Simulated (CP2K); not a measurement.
# ZnS (F-43m) in CP2K: settings compared

Aim: see how the results for ZnS move with the level of theory and the settings. Levels: PBE, LDA. Tasks: band structure.

Everything below comes from runs of CP2K 2026.2. Logs are shortened: lines on timing, memory, paths and dates and some standing lists are left out, and cuts for length are marked.

**The experiment to reproduce.**

From “Electronic, vibrational, and thermodynamic properties of ZnS (zincblende and rocksalt structure)”, 2009, arxiv:0911.5022, for a bulk crystal of ZnS at 19 K: band gap 3.85 eV (direct).

How close the calculation comes is told below.

### 1 The crystal as given

The structure is cubic, space group F-43m (No. 216). The conventional cell has a = 5.404 Å, b = 5.404 Å, c = 5.404 Å, α = 90.00°, β = 90.00°, γ = 90.00°. Around Zn (site symmetry -43m) lie 4 S at 2.34 Å. S (site symmetry -43m) is surrounded by 4 Zn at 2.34 Å.

### 2 Band structure, PBE

The input, zns_bands.inp:

```
&GLOBAL
  PROJECT zns_bands
  RUN_TYPE ENERGY_FORCE
  PRINT_LEVEL LOW
&END GLOBAL
&FORCE_EVAL
  METHOD QS
  STRESS_TENSOR ANALYTICAL
  &DFT
    BASIS_SET_FILE_NAME BASIS_MOLOPT_UZH
    POTENTIAL_FILE_NAME POTENTIAL_UZH
    &MGRID
      CUTOFF 450
      REL_CUTOFF 60
      NGRIDS 4
    &END MGRID
    &QS
      METHOD GPW
      EPS_DEFAULT 1.0E-9
    &END QS
    &KPOINTS
      SCHEME MONKHORST-PACK 9 9 9
      GAMMA_CENTERED T
      SYMMETRY T
      SYMMETRY_BACKEND SPGLIB
    &END KPOINTS
    &SCF
      SCF_GUESS ATOMIC
      EPS_SCF 1.0E-6
      MAX_SCF 100
      ADDED_MOS 10
      CHOLESKY OFF
      EPS_EIGVAL 1.0E-7
      &DIAGONALIZATION ON
        ALGORITHM STANDARD
      &END DIAGONALIZATION
      &MIXING ON
        METHOD BROYDEN_MIXING
        ALPHA 0.4
        BETA 1.5
        NBUFFER 8
      &END MIXING
      &SMEAR ON
        METHOD FERMI_DIRAC
        ELECTRONIC_TEMPERATURE [K] 300.557
      &END SMEAR
    &END SCF
    &XC
      &XC_FUNCTIONAL PBE
      &END XC_FUNCTIONAL
    &END XC
    &PRINT
      &KPOINTS ON
      &END KPOINTS
      &MULLIKEN ON
      &END MULLIKEN
      &MO ON
        ENERGIES T
        OCCUPATION_NUMBERS T
        &EACH
          QS_SCF 0
        &END EACH
        ADD_LAST NUMERIC
      &END MO
      &BAND_STRUCTURE
        FILE_NAME bands.bs
        ADDED_MOS 4
        &KPOINT_SET
          UNITS B_VECTOR
          NPOINTS 6
          SPECIAL_POINT GAMMA 0.00000000 0.00000000 0.00000000
          SPECIAL_POINT X 0.50000000 0.00000000 0.50000000
          SPECIAL_POINT W 0.50000000 0.25000000 0.75000000
          SPECIAL_POINT K 0.37500000 0.37500000 0.75000000
          SPECIAL_POINT GAMMA 0.00000000 0.00000000 0.00000000
          SPECIAL_POINT L 0.50000000 0.50000000 0.50000000
          SPECIAL_POINT U 0.62500000 0.25000000 0.62500000
          SPECIAL_POINT W 0.50000000 0.25000000 0.75000000
          SPECIAL_POINT L 0.50000000 0.50000000 0.50000000
          SPECIAL_POINT K 0.37500000 0.37500000 0.75000000
        &END KPOINT_SET
        &KPOINT_SET
          UNITS B_VECTOR
          NPOINTS 6
          SPECIAL_POINT U 0.62500000 0.25000000 0.62500000
          SPECIAL_POINT X 0.50000000 0.00000000 0.50000000
        &END KPOINT_SET
      &END BAND_STRUCTURE
    &END PRINT
  &END DFT
  &SUBSYS
    &CELL
      ABC 3.8212050455 3.8212050455 3.8212050455
      ALPHA_BETA_GAMMA 60.0000000001 59.9999999995 59.9999999996
      PERIODIC XYZ
    &END CELL
    &COORD
      SCALED
      Zn  0.7500000000 0.7500000000 0.7500000000
      S   0.0000000000 0.0000000000 0.0000000000
    &END COORD
    &KIND Zn
      BASIS_SET TZVP-MOLOPT-PBE-GTH-q12
      POTENTIAL GTH-PBE-q12
    &END KIND
    &KIND S
      BASIS_SET TZVP-MOLOPT-PBE-GTH-q6
      POTENTIAL GTH-PBE-q6
    &END KIND
    &PRINT
      &ATOMIC_COORDINATES ON
      &END ATOMIC_COORDINATES
      &CELL ON
      &END CELL
    &END PRINT
  &END SUBSYS
  &PRINT
    &FORCES ON
    &END FORCES
    &STRESS_TENSOR ON
    &END STRESS_TENSOR
  &END PRINT
&END FORCE_EVAL
```

Potentials or basis: POTENTIAL_UZH Zn GTH-PBE-q12, S GTH-PBE-q6; TZVP-MOLOPT-PBE-GTH basis.

Run with:

```
$ OMP_NUM_THREADS=2 cp2k.psmp -i zns_bands.inp -o zns_bands.out
```

zns_bands.out:

```text

 CP2K| version string:                                       CP2K version 2026.2
 CP2K| Input file name                                             zns_bands.inp

 GLOBAL| Force Environment number                                              1
 GLOBAL| Basis set file name                                    BASIS_MOLOPT_UZH
 GLOBAL| Potential file name                                       POTENTIAL_UZH
 GLOBAL| MM Potential file name                                     MM_POTENTIAL
 GLOBAL| Coordinate file name                                      __STD_INPUT__
 GLOBAL| Method name                                                        CP2K
 GLOBAL| Project name                                                  zns_bands
 GLOBAL| Run type                                                   ENERGY_FORCE
 GLOBAL| FFT library                                                       FFTW3
[... 5 lines left out ...]
 GLOBAL| Global print level                                                  LOW
 GLOBAL| Total number of message passing processes                             1
 GLOBAL| Number of threads for this process                                    2
 GLOBAL| CPU model name                                                  UNKNOWN

 CELL| Volume [angstrom^3]:                                            39.453545
 CELL| Vector a [angstrom]:       3.821     0.000     0.000   |a| =     3.821205
 CELL| Vector b [angstrom]:       1.911     3.309     0.000   |b| =     3.821205
 CELL| Vector c [angstrom]:       1.911     1.103     3.120   |c| =     3.821205
 CELL| Angle (b,c), alpha [degree]:                                    60.000000
 CELL| Angle (a,c), beta  [degree]:                                    60.000000
 CELL| Angle (a,b), gamma [degree]:                                    60.000000
 CELL| Numerically orthorhombic:                                              NO
 CELL| Periodicity                                                           XYZ

 CELL_REF| Volume [angstrom^3]:                                        39.453545
 CELL_REF| Vector a [angstrom     3.821     0.000     0.000   |a| =     3.821205
 CELL_REF| Vector b [angstrom     1.911     3.309     0.000   |b| =     3.821205
 CELL_REF| Vector c [angstrom     1.911     1.103     3.120   |c| =     3.821205
 CELL_REF| Angle (b,c), alpha [degree]:                                60.000000
 CELL_REF| Angle (a,c), beta  [degree]:                                60.000000
 CELL_REF| Angle (a,b), gamma [degree]:                                60.000000
 CELL_REF| Numerically orthorhombic:                                          NO
 CELL_REF| Periodicity                                                       XYZ
[... 9 lines left out ...]
 TOTAL NUMBERS AND MAXIMUM NUMBERS

  Total number of            - Atomic kinds:                                   2
                             - Atoms:                                          2
                             - Shell sets:                                     2
                             - Shells:                                        17
                             - Primitive Cartesian functions:                 10
[... 124 lines left out ...]
  Self energy of the core charge distribution:               -103.95351618674722
  Core Hamiltonian energy:                                     30.94125895281605
  Hartree energy:                                              13.47157591175964
  Exchange-correlation energy:                                -11.29935953859941
  Electronic entropic energy:                                  -0.00000000000000
  Fermi energy:                                                 0.14917636919364

  Total energy:                                               -70.84004085940236
  Total energy (extrapolated to T->0):                        -70.84004085940236

 MO| EIGENVALUES AND OCCUPATION NUMBERS FOR K POINT 1
 MO|
 MO|  Index      Eigenvalue [a.u.]        Eigenvalue [eV]             Occupation
 MO|      1              -0.332084              -9.036466               2.000000
 MO|      2              -0.112358              -3.057426               2.000000
 MO|      3              -0.112358              -3.057426               2.000000
 MO|      4              -0.097221              -2.645506               2.000000
 MO|      5              -0.097219              -2.645466               2.000000
 MO|      6              -0.097219              -2.645466               2.000000
[... 349 lines left out ...]
 MO|     18               0.816253              22.211387               0.000000
 MO|     19               0.855802              23.287551               0.000000
 MO| Sum:                                                              18.000000
 MO| E(Fermi):            0.149176 a.u.          4.059295 eV
 MO| Band gap:            0.250990 a.u.          6.829798 eV

 [... the levels of further k-points ...]

 !-----------------------------------------------------------------------------!
                     Mulliken Population Analysis

 #  Atom  Element  Kind  Atomic population                           Net charge
       1     Zn       1         11.604170                              0.395830
       2     S        2          6.395830                             -0.395830
 # Total charge                             18.000000                 -0.000000

 !-----------------------------------------------------------------------------!

 KPOINTS| Band Structure Calculation
 KPOINTS| Number of k-point sets                                               2
 KPOINTS| Number of added MOs/bands                                            4
 KPOINTS| Number of k-points in set    1                                      55
 KPOINTS| In units of b-vector [2pi/Bohr]
 KPOINTS| Special point     1       GAMMA     0.000000     0.000000     0.000000
 KPOINTS| Special point     2           X     0.500000     0.000000     0.500000
 KPOINTS| Special point     3           W     0.500000     0.250000     0.750000
 KPOINTS| Special point     4           K     0.375000     0.375000     0.750000
 KPOINTS| Special point     5       GAMMA     0.000000     0.000000     0.000000
 KPOINTS| Special point     6           L     0.500000     0.500000     0.500000
 KPOINTS| Special point     7           U     0.625000     0.250000     0.625000
 KPOINTS| Special point     8           W     0.500000     0.250000     0.750000
 KPOINTS| Special point     9           L     0.500000     0.500000     0.500000
 KPOINTS| Special point    10           K     0.375000     0.375000     0.750000
 KPOINTS| Number of k-points in set    2                                       7
 KPOINTS| In units of b-vector [2pi/Bohr]
 KPOINTS| Special point     1           U     0.625000     0.250000     0.625000
 KPOINTS| Special point     2           X     0.500000     0.000000     0.500000

 ENERGY| Total FORCE_EVAL ( QS ) energy [hartree]            -70.840040401170626

 FORCES| Atomic forces [hartree/bohr]
 FORCES|   Atom     x               y               z               |f|
 FORCES|      1 -2.37787301E-06 -1.37579793E-06 -9.70905756E-07   2.91371893E-06
 FORCES|      2  2.43378444E-06  1.40807432E-06  9.93733949E-07   2.98219502E-06
 FORCES| Sum     5.59114284E-08  3.22763885E-08  2.28281928E-08
 FORCES| Total atomic force                                       6.84761234E-08

 STRESS| Analytical stress tensor [bar]
 STRESS|                        x                   y                   z
 STRESS|      x        2.04165273120E+04   2.38785093662E+00   1.68561479307E+00
 STRESS|      y        2.38785093662E+00   2.04136756679E+04   8.38452611074E-01
 STRESS|      z        1.68561479307E+00   8.38452611074E-01   2.04129861173E+04
 STRESS| 1/3 Trace                                             2.04143963657E+04
 STRESS| Determinant                                           8.50765000102E+12

 STRESS| Eigenvectors and eigenvalues of the analytical stress tensor [bar]
 STRESS|                        1                   2                   3
 STRESS| Eigenvalues   2.04122355457E+04   2.04124322982E+04   2.04185212533E+04
 STRESS|      x          -0.552787382598      0.109638528002      0.826078387816
 STRESS|      y           0.554298358813     -0.691826894903      0.462740615145
 STRESS|      z           0.622237445881      0.713691068086      0.321660722311
```

Run time: 51 s. Hardware: 2 threads of Arm Neoverse V1, shared host; peak memory 0.34 GiB.

What came out:

```yaml
Free_energy: -1927.6555 eV
Pressure: 2.0 GPa
Band_gap_on_the_k_mesh: 2.07 eV, direct
Band_gap_along_the_path: 2.07 eV, direct
Mulliken_charges: Zn +0.40; S -0.40 e
```

Levels at the corners of the path, in eV from the valence-band top:
```csv
point,band 7,band 8,band 9,band 10,band 11,band 12
Γ,0.00,0.00,0.00,2.07,6.41,6.41
X,-4.58,-2.23,-2.23,3.42,4.14,11.04
W,-4.61,-2.76,-2.73,5.73,6.07,7.93
K,-4.64,-3.12,-1.82,4.16,6.01,9.53
Γ,0.00,0.00,0.00,2.07,6.41,6.41
L,-5.31,-0.87,-0.87,3.29,7.04,7.04
U,-4.64,-3.12,-1.82,4.16,6.01,9.53
W,-4.61,-2.76,-2.73,5.73,6.07,7.93
L,-5.31,-0.87,-0.87,3.29,7.04,7.04
K,-4.64,-3.12,-1.82,4.16,6.01,9.53
U,-4.64,-3.12,-1.82,4.16,6.01,9.53
X,-4.58,-2.23,-2.23,3.42,4.14,11.04
```

Caveat: Mulliken charges move with the basis; the basis of atomic orbitals isn't converged, which shifts pressures, moduli and gaps.

[end of part 1 of 2]
